Q: Six calculations treat the same crystal of indium phosphide, with every atom in the same place. Five of them report pressures between 2.8 and 3.5 GPa. What will the sixth report, which uses the SPMS potentials and by far the lowest cutoff?

InP (F-43m, fixed two-atom cell with 4.144 Å edges) computed with ABINIT, using DFT with the PBE functional and no dispersion correction, spin polarisation or spin-orbit coupling. All runs use a 6×6×6 k mesh and Fermi-Dirac smearing of 0.05 eV. The basis column gives the plane-wave cutoff, and pressure is positive in compression.

| potentials | basis | pressure (GPa) |
| --- | --- | --- |
| PseudoDojo NC SR PBE v0.4 stringent | 1007 eV | 2.820 |
| SG15 NC PBE v1.2 | 844 eV | 3.270 |
| Ansatz NC PBE | 952 eV | 3.400 |
| PseudoDojo NC SR PBE v0.4.1 standard | 952 eV | 3.410 |
| SG15 NC PBE v1.2 | 952 eV | 3.490 |
| SPMS NC PBE v1.0 | 680 eV | ? |

A: First, why is there a pressure at all? The cell is held close to its measured size, while the PBE functional prefers a larger one. To PBE the crystal is squeezed, so it pushes outward, and the table counts that as positive. With a rough recalled bulk modulus of 60 GPa, a pressure of 3.4 GPa means a lattice constant about 2% smaller than PBE would choose.

Q: That holds for every run. Why do they disagree?

A: Two settings change. The column "potentials" names the pseudopotentials, which replace each nucleus and its inner electrons by a smoother object, so that only the outer electrons are computed. The column "basis" gives the cutoff, the highest kinetic energy of the plane waves from which the electron waves are built. A higher cutoff admits shorter waves: the shortest is about 0.4 Å long at 952 eV and about 0.5 Å at 680 eV. Compact electron shells, such as the 4d shell of indium, need the short ones.

Q: Can the table separate the two settings?

A: Partly. The SG15 potentials were run at two cutoffs, and going from 844 to 952 eV raises the pressure by 0.22 GPa. Nothing else changed, so this is an effect of the basis. It is worth roughly 0.1% in the lattice constant. At 952 eV, three different potentials agree within 0.09 GPa, less than that single step in cutoff.

Q: Why should a poorer basis lower the pressure? I would have guessed a random error.

A: The error has a direction because of how the stress is computed. Pressure tells how the energy changes when the cell expands, and the program takes that change with the number of plane waves held fixed. In a larger cell the same waves are all stretched, so the effective cutoff falls. If the basis is unfinished, this raises the energy, and the crystal seems to resist expansion more than it should. The result is a false inward pull, known as Pulay stress.

Q: Can its size be estimated without using the pressures?

A: Yes, from the total energies. The number of plane waves grows as $V E_c^{3/2}$, where $V$ is the cell volume and $E_c$ the cutoff. Holding that number fixed makes $E_c$ fall as $V^{-2/3}$. The false pull then has the size

$$\Delta P=\frac{2}{3}\,\frac{E_c}{V}\left|\frac{dE}{dE_c}\right| ,$$

where $E$ is the total energy of the cell.

For SG15 the energy drops by 7.8 meV per 100 eV of added cutoff, a slope of $7.8\times10^{-5}$. Midway between the two runs $E_c$ is 898 eV, and two atoms at 25.17 Å³ each fill the cell:

$$\Delta P=\frac{2}{3}\times\frac{898}{2\times25.17}\times7.8\times10^{-5}\ \text{eV/Å}^3\approx0.15\ \text{GPa}.$$

Now compare this with the pressures. If the larger SG15 basis were complete, the error would be 0.22 GPa in the smaller one and about half of that midway. The energies give 0.15 GPa, so sign and size fit the mechanism. The somewhat larger value suggests that even 952 eV leaves a small error for these potentials.

Q: Then the run at 1007 eV should be the most reliable, yet it has the lowest pressure of the five.

A: A cutoff is high or low only in relation to what the potential demands. The stringent PseudoDojo set treats 21 electrons of each indium atom, where the other four known runs treat 13. The extra eight are the 4s and 4p electrons, which sit close to the nucleus and call for short waves. So its basis may be less complete than that of its neighbours, despite the larger number in the table.

Q: Is that the cause of its low pressure?

A: It is a possible cause that these runs don't test. The stringent result lies 0.61 GPa below the mean of the three runs at 952 eV. For basis error alone to explain this, its energy would have to fall by about 29 meV per 100 eV of cutoff, nearly four times the SG15 slope. That is conceivable for such compact shells. But letting the 4s and 4p electrons respond to their surroundings may also change the true pressure, and these runs can't tell the two apart. A second run of the same set at another cutoff would help: as with SG15, the change in energy would show how large the false pull is.

Q: So what do you forecast for SPMS at 680 eV?

A: There are two simple answers. SPMS potentials are designed to be soft, that is, smooth enough to need fewer short waves. If 680 eV suits them, there is no penalty, and the best guess is the mean of the three runs at 952 eV, 3.43 GPa. If instead the cutoff counted equally for every potential, the SG15 slope carried down to 680 eV in a straight line would give about 2.9 GPa. The real penalty would probably be larger, since basis errors tend to grow faster at low cutoffs.

The softness of the potentials speaks against the second answer. But a usual working cutoff can leave some error in the pressure, which speaks against the first, and an unfinished basis normally lowers the pressure. I therefore take one SG15 step off the mean, which gives 3.2 GPa. The size of that shift is a judgement. My range is 2.6 to 3.7 GPa, wide enough for both simple answers, for a shortfall like that of the stringent set and for some error of the potentials themselves. I also assume that SPMS treats 13 electrons of indium.

The withheld rows as computed:

| potentials | basis | pressure (GPa) |
| --- | --- | --- |
| SPMS NC PBE v1.0 | 680 eV | 3.520 |

Q: The computed value is 3.52 GPa. It is inside your range, but you were too low.

A: By 0.3 GPa, and the range was wide enough to make a hit rather easy. The unshifted mean would have missed by only 0.09 GPa, so my correction made the forecast worse. Most likely I had charged a soft potential the penalty measured on a harder one. The electron count isn't to blame: the SPMS run does treat 13 electrons of each indium atom, as I assumed. The other simple answer, with the same penalty per eV for all potentials, fails clearly: it is too low by 0.64 GPa.

Q: Does this show that SPMS is converged at 680 eV?

A: It makes a large basis error less likely, but a single run can't settle it. Some false inward pull could still be present if these potentials would give a higher pressure in a complete basis. A second SPMS run at a higher cutoff would show it, just as the second SG15 run did. The small excess over the mean is about the same size as the spread among the three runs at 952 eV, so I wouldn't rank the potentials by it.

Q: What should I take from this if I only want a reliable lattice constant or strain?

A: Don't judge a calculation by its cutoff in eV. Here the highest cutoff goes with the lowest pressure and the lowest cutoff with the highest pressure. Choose the potential first, then raise its cutoff until the pressure itself stops moving. That removes the basis error only: PBE would still make this crystal's lattice constant about 2% too large. The printed output below gives the constant fitted to the three runs at 952 eV, together with the estimates used here.

Q: Could I watch the band gap instead? It matters more for my device.

A: It would give a false sense of safety. In the first five runs the gap agrees within 8 meV, while the pressure varies by $3.49-2.82=0.67$ GPa. A gap is a difference between two levels of the outer electrons, and errors common to both largely cancel. The pressure has no such protection, because it responds to how the whole energy, compact shells included, changes as the basis is stretched.

The gaps also agree because all runs share one cell. If each run relaxed its own cell, I would expect the pressure errors to become differences in size, and the gaps to spread further. Nor does agreement make the gap right: every run gives about 0.7 eV, roughly half the measured value, because PBE makes such gaps too small.

Q: And if I moved to gallium phosphide?

A: Ask which electrons are treated and how compact they are. The 3d shell of gallium is tighter than the 4d shell of indium. With potentials of similar construction that include it, I would expect the pressure to need a higher cutoff before it settles. If the d shell is frozen into the core instead, a much lower cutoff can do, at the price of a shell that no longer responds to compression.

Numerical output:

```
fit of result_pressure on 3 rows (same): constant 3.433 +/- 0.028; rms 0.0403, worst SG15 NC PBE v1.2 -0.0567, leave-one-out rms 0.0604
  rows outside the fit (model, value, miss): PseudoDojo NC SR PBE v0.4 stringent 3.433, 2.82, 0.613; SG15 NC PBE v1.2 3.433, 3.27, 0.163; SPMS NC PBE v1.0 3.433, 3.52, -0.0867
Mean pressure of the three sets at 952 eV (GPa): 3.433
Spread of the three sets at 952 eV (GPa): 0.09
SG15 pressure rise from 844 to 952 eV (GPa): 0.22
SG15 energy drop from 844 to 952 eV (meV per cell): 8.49
SG15 energy drop per 100 eV of cutoff (meV per cell): 7.8
Size of the Pulay error from the energy slope, midway (GPa): 0.1486
SG15 pressure midway with this error removed (GPa): 3.529
Stringent set below the mean at 952 eV (GPa): 0.6133
Energy drop per 100 eV needed if basis error alone caused it (meV per cell): 28.71
That need over the SG15 energy slope (ratio): 3.681
Spread of the gaps of the five known rows (meV): 7.6
Lattice constant change worth the SG15 step, rough (percent): 0.1222
Lattice constant change worth the mean pressure, rough (percent): 1.907
Rival b, SG15 slope carried to 680 eV (GPa): 2.883
Forecast for SPMS (GPa): 3.213
Computed pressure of SPMS (GPa): 3.52
Forecast less computed value for SPMS (GPa): -0.3067
Rival b less computed value for SPMS (GPa): -0.6372
SPMS less the mean at 952 eV (GPa): 0.08667
```
